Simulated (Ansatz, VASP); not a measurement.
**ScHO2 in VASP and in Ansatz**

INCAR

```
ALGO     = Normal         # electronic algorithm
EDIFF    = 1E-7           # SCF threshold, eV
ENCUT    = 520            # plane-wave cutoff, eV
GGA      = PS             # functional
ISIF     = 2              # what is computed and relaxed
ISMEAR   = 0              # smearing method
LASPH    = True           # aspherical terms in the spheres
LCHARG   = False          # write CHGCAR
LREAL    = False          # projectors in reciprocal space
LWAVE    = False          # write WAVECAR
NBANDS   = 20             # bands
NELM     = 80             # most SCF steps
PREC     = Accurate       # precision mode
SIGMA    = 0.05           # smearing width, eV
```

KPOINTS

```
k-points
0
Gamma
  9 9 9
```

The input POSCAR:

```
ScHO2
1.0
    1.5905104664      0.9182816459      4.6807235495
   -1.5905104664      0.9182816459      4.6807235495
    0.0000000000     -1.8365632918      4.6807235495
Sc H O
1 1 2
Direct
    0.0000000000      0.0000000000      0.0000000000
    0.5000000000      0.5000000000      0.5000000000
    0.5897010000      0.5897010000      0.5897010000
    0.4102990000      0.4102990000      0.4102990000
```

Input for Ansatz:

```yaml
crystal:
  lattice:
    - [1.5905104664, 0.9182816459, 4.6807235495]
    - [-1.5905104664, 0.9182816459, 4.6807235495]
    - [0.0, -1.8365632918, 4.6807235495]
  atoms:
    - { symbol: Sc, position: [0.0, 0.0, 0.0] }
    - { symbol: H, position: [0.5, 0.5, 0.5] }
    - { symbol: O, position: [0.589701, 0.589701, 0.589701] }
    - { symbol: O, position: [0.410299, 0.410299, 0.410299] }
basis:
  ecutwfc: 420
kpoints:
  mp_grid: { grid: [9, 9, 9] }
hamiltonian:
  xc: pbesol
scf:
  occupations: { method: gaussian, width: 0.05 }
output:
  forces: true
  stress: true
  eigenvalues: true
```

Alike in both runs: task single point; functional PBEsol; k mesh 9 × 9 × 9; occupations gaussian, width 0.05 eV; no spin polarisation.

|  | VASP | Ansatz |
| --- | --- | --- |
| version | VASP 6.6.1 | Ansatz 0.2.0 |
| potentials or method | VASP PAW PBE potentials, release 64 (Sc_sv, H, O) | scalar-relativistic, plane waves, PAW |
| plane-wave cutoff (eV) | 520 | 420 |
| valence electrons in the cell | 24 | 24 |

VASP gave:

```
gap on the k mesh at the Fermi level (eV)       : 3.98
least direct gap on the mesh (eV)               : 4.49
pressure (GPa)                                  : -5.6
largest component of the traceless stress (GPa) : 9.92
rms of the force components (eV/Å)              : 0.142
```

Estimate Ansatz's values.

gap on the k mesh at the Fermi level (eV): 4.01; least direct gap on the mesh (eV): 4.51; pressure (GPa): -6.2; largest component of the traceless stress (GPa): 9.83; rms of the force components (eV/Å): 0.116.

Atom by atom the forces differ by 0.026 eV/Å (rms over components).

Caveats: the PAW data sets were made with another functional, which shifts forces and pressure a little (VASP); an odd mesh through Γ misses points on the zone boundary, where band edges often lie. A hybrid or GW would open this gap; PBEsol tends to underestimate it.
